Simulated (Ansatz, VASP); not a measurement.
# AlAu: VASP beside Ansatz

INCAR

```
SYSTEM = AlAu
ALGO     = Normal         ! electronic algorithm
EDIFF    = 1E-6           ! SCF threshold, eV
ENCUT    = 520            ! plane-wave cutoff, eV
ISIF     = 2              ! what is computed and relaxed
ISMEAR   = 0              ! smearing method
LASPH    = .True.         ! aspherical terms in the spheres
LCHARG   = .False.        ! write CHGCAR
LREAL    = .False.        ! projectors in reciprocal space
LWAVE    = .False.        ! write WAVECAR
NBANDS   = 14             ! bands
NELM     = 100            ! most SCF steps
PREC     = Accurate       ! precision mode
SIGMA    = 0.15           ! smearing width, eV
```

Contents of KPOINTS:

```
k-points
0
Gamma
  14 14 14
  0 0 0
```

POSCAR

```
AlAu
1.0
    3.1272237400      0.0000000000      0.0000000000
    0.0000000000      3.1272237400      0.0000000000
    0.0000000000      0.0000000000      3.1272237400
Al Au
1 1
Direct
    0.0000000000      0.0000000000      0.0000000000
    0.5000000000      0.5000000000      0.5000000000
```

Input for Ansatz:

```yaml
crystal:
  lattice:
    - [3.12722374, 0.0, 0.0]
    - [0.0, 3.12722374, 0.0]
    - [0.0, 0.0, 3.12722374]
  atoms:
    - { symbol: Al, position: [0.0, 0.0, 0.0] }
    - { symbol: Au, position: [0.5, 0.5, 0.5] }
basis:
  ecutwfc: 420
kpoints:
  mp_grid: { grid: [14, 14, 14] }
hamiltonian:
  xc: lda
scf:
  occupations: { method: gaussian, width: 0.15 }
output:
  forces: true
  stress: true
  eigenvalues: true
```

Change from the starting cell: strain -0.030 along x and y, -0.030 along z, atoms carried along.

Alike in both runs: task single point; functional LDA; k mesh 14 × 14 × 14; occupations gaussian, width 0.15 eV; no spin polarisation.

|  | VASP | Ansatz |
| --- | --- | --- |
| version | VASP 6.6.1 | Ansatz 0.2.0 |
| potentials or method | VASP PAW LDA potentials, release 64 (Al, Au) | scalar-relativistic, plane waves, PAW |
| plane-wave cutoff (eV) | 520 | 420 |
| valence electrons in the cell | 14 | 22 |

VASP gave:

| Quantity | Value |
| --- | --- |
| gap on the k mesh at the Fermi level (eV) | none |
| pressure (GPa) | 3.7 |

**Question.** Which values does Ansatz return?

**Answer.** gap on the k mesh at the Fermi level (eV): none; pressure (GPa): 3.4.

A gap of «none» marks a metal or a gap that the smearing closes. The two sets of potentials don't hold the same shells in valence.

Spin-orbit coupling is left out, which matters for the levels of Au.
